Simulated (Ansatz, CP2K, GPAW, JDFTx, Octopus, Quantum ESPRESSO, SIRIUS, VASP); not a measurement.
**One calculation of ZnO, 9 ways**

```
CELL_PARAMETERS angstrom
3.24931 0.00000 0.00000
-1.62465 2.81398 0.00000
0.00000 0.00000 5.20571
ATOMIC_POSITIONS crystal
Zn 0.66667 0.33333 0.00000
Zn 0.33333 0.66667 0.50000
O 0.33333 0.66667 0.87901
O 0.66667 0.33333 0.37901
```

Alike in all runs: task single point; functional PBEsol; k mesh 9 × 9 × 5; occupations fermi-dirac, width 0.05 eV; no spin polarisation; no spin-orbit coupling. Pressure is positive in compression and, in plane waves, holds the error of the finite cutoff, which Ansatz's Pulay term estimates and takes out.

```csv
program and potentials,plane-wave cutoff (eV),notes,pressure (GPa),largest force (eV/Å)
"Ansatz, Ansatz PAW",420,"potentials made for PBE, which Ansatz adapts in part; 9 valence electrons an atom on average; Pulay term of +0.76 GPa included",-1.45,0.062
"JDFTx, PseudoDojo-SR-PBEsol-0.4.1-standard with smoothed tails",1143,13 valence electrons an atom on average,-1.97,0.062
"Octopus, pseudodojo_pbesol (PseudoDojo 0.4, PBEsol)",-,13 valence electrons an atom on average,-,0.062
"VASP, PBE PAW files O, Zn, 520 eV",520,potentials made for PBE; 9 valence electrons an atom on average,-0.49,0.065
"CP2K, POTENTIAL_UZH Zn GTH-PBE-q12, O GTH-PBE-q6; TZVP-MOLOPT-PBE-GTH basis",-,atomic basis; potentials made for PBE; 9 valence electrons an atom on average,0.36,-
"SIRIUS, PseudoDojo 0.4.1 PBEsol standard (scalar relativistic)",1152,13 valence electrons an atom on average,-1.98,0.062
"Ansatz, all-electron LAPW, scalar-relativistic",-,-,-1.52,0.062
"GPAW, PAW data sets generated for this functional",800,9 valence electrons an atom on average,-1.52,0.063
"Quantum ESPRESSO, GBRV 1.5 PBEsol",762,13 valence electrons an atom on average,-0.93,0.065
```

Force on atom 2 (Zn), eV/Å:

```
                                        program and potentials      x      y       z
                                            Ansatz, Ansatz PAW  0.000  0.000  -0.062
JDFTx, PseudoDojo-SR-PBEsol-0.4.1-standard with smoothed tails  0.000  0.000  -0.061
           Octopus, pseudodojo_pbesol (PseudoDojo 0.4, PBEsol)  0.000  0.000  -0.062
                             VASP, PBE PAW files O, Zn, 520 eV  0.000  0.000  -0.065
SIRIUS, PseudoDojo 0.4.1 PBEsol standard (scalar relativistic)  0.000  0.000  -0.061
                Ansatz, all-electron LAPW, scalar-relativistic  0.000  0.000  -0.062
             GPAW, PAW data sets generated for this functional  0.000  0.000  -0.063
                             Quantum ESPRESSO, GBRV 1.5 PBEsol  0.000  0.000  -0.065
```

The pressure spans -1.98 (SIRIUS, PseudoDojo 0.4.1 PBEsol standard (scalar relativistic)) to 0.36 GPa (CP2K, POTENTIAL_UZH Zn GTH-PBE-q12, O GTH-PBE-q6; TZVP-MOLOPT-PBE-GTH basis), with all-electron results at -1.52. Rows in atomic bases carry the error of their basis and grid, which can be large.

The functional is the same throughout but for its coding, so the spread measures potentials, basis and numerics; runs on potential files found faulty are left out.
